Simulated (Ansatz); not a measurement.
An Ansatz (an electronic-structure program) run: LiI with a change (uniaxial strain ε_xx = +5.91 %); Kohn–Sham DFT with the r2SCAN functional, run in Ansatz with PAW and 500 eV plane waves, without spin-orbit coupling.

Input:

Ansatz 0.2 input:
```yaml
crystal:
  lattice:
    - [0, 3.009093764, 3.009093764]
    - [3.1869312055, 0, 3.009093764]
    - [3.1869312055, 3.009093764, 0]
  atoms:
    - { symbol: I, position: [0, 0, 0] }
    - { symbol: Li, position: [0.5, 0.5, 0.5] }
basis: { ecutwfc: 500, ecutrho_ratio: 4, xc_grid: 4, fft_grid_basis: typed }
kpoints: { mp_grid: { grid: [10, 10, 10] } }
hamiltonian:
  xc: r2scan
  dispersion: none
  pseudopotentials: { kind: paw }
scf: { occupations: { method: fermi_dirac, width: 0.05 }, convergence: { dr2_threshold: 0.0000000002 } }
relax: { f_tol: 0.005, max_steps: 50 }
output: { forces: true, stress: true }
checkpoint: { write: state.ck, write_every: 1000 }
```

Output (explanatory and most iteration lines left out):

```
Relaxation: its limit of steps is 50 (relax.max_steps)
Pseudopotential: I, paw, valence charge 17
Pseudopotential: Li, paw, valence charge 3
Crystal: 2 atoms, lattice volume = 57.713 Å³
Basis set: ecut = 500 eV, 1459 PW (Γ), exchange–correlation on 128×128×128 points (64 copies of the dense FFT grid, shifted against one another)
Bands: 14, of which v1, the nominal top of the filled ones, is band 10 counted from 1 (9 counted from 0)
Symmetry: 16 space group operations
Space group: I4/mmm (ITA 139), of the structure as read, at distance tolerance 3.9e-5 Å
k-points: 102 of 1000
Functional: x = r2scan, c = r2scan; τ floored in thin density (d = 2e-4 eV/Å³)
SCF iter   1: F=—  HF=-7735.862169 eV  |F-HF|=—  |Δ(HF+E_count)|=         —  Δρ=2.31e-3  dr2=2.11e-3  dr2_τ=4.74e-4  ethr=1.77e-3  ⟨swp⟩=6.3  Hψ=8827  notcnv=0
SCF iter   2: F=—  HF=-7735.874785 eV  |F-HF|=—  |Δ(HF+E_count)|=   1.26e-2  Δρ=1.10e-3  dr2=5.27e-4  dr2_τ=1.52e-5  ethr=1.06e-5  ⟨swp⟩=2.5  Hψ=3739  notcnv=0
SCF 1 converged in 7 iterations: F = -7735.874990 eV  dr2 = 2.08e-11
relax step   1: F+E_penalty+E_count = -7735.87498991 eV  Δ(F+E_penalty+E_count) = +0.000e0 eV  max|allowed force component| = 7.519e-31 eV/Å  Δτ_max = 0.0000 Å  (7 SCF iters, accepted)
Crystal: 2 atoms, lattice volume = 57.713 Å³
SCF iter   1: F=—  HF=-7735.874990 eV  |F-HF|=—  |Δ(HF+E_count)|=         —  Δρ=1.77e-7  dr2=2.08e-11  dr2_τ=1.02e-12  ethr=1.00e-12  ⟨swp⟩=1.0  Hψ=8951  notcnv=0
SCF iter   2: F=-7735.874990 eV  HF=-7735.874990 eV  |F-HF|=9.09e-13  |Δ(HF+E_count)|=  3.64e-12  Δρ=7.58e-8  dr2=3.27e-12  dr2_τ=1.01e-13  ethr=1.00e-12  ⟨swp⟩=4.0  Hψ=4179  notcnv=0
SCF 2 converged in 2 iterations: F = -7735.874990 eV  dr2 = 3.27e-12
SCF converged after 2 iterations
Free energy (F): -7735.874990 eV
Internal energy: -7735.874990 eV  (E = F + TS)
E sigma→0 (E₀):  -7735.874990 eV
Fermi energy:    5.709691 eV
--- Forces (eV/Å), atoms counted from 1 ---
  atom   1  I      0.00000000     0.00000000     0.00000000
  atom   2  Li     0.00000000     0.00000000    -0.00000000
--- Stress (GPa, compression-positive) ---
       -1.453441       0.000000       0.000000
        0.000000      -0.672620       0.000000
        0.000000      -0.000000      -0.672620
  P = ⅓ Tr σ = -0.9329 GPa (-9.329 kbar)
--- Relaxed structure (1 steps of the walk, 1 accepted, 0 SCFs on fresh bases) ---
  atoms:
    - { symbol: I, position: [0.0, 0.0, 0.0] }
    - { symbol: Li, position: [0.5, 0.5, 0.5] }
```

Spin-orbit coupling, missing from the scalar runs, can matter with I. Whether these cells are dynamically stable was not tested. The cell was made from LiI in the rock salt structure (space group Fm-3m, No. 225) by this change: uniaxial strain ε_xx = +5.91 %.
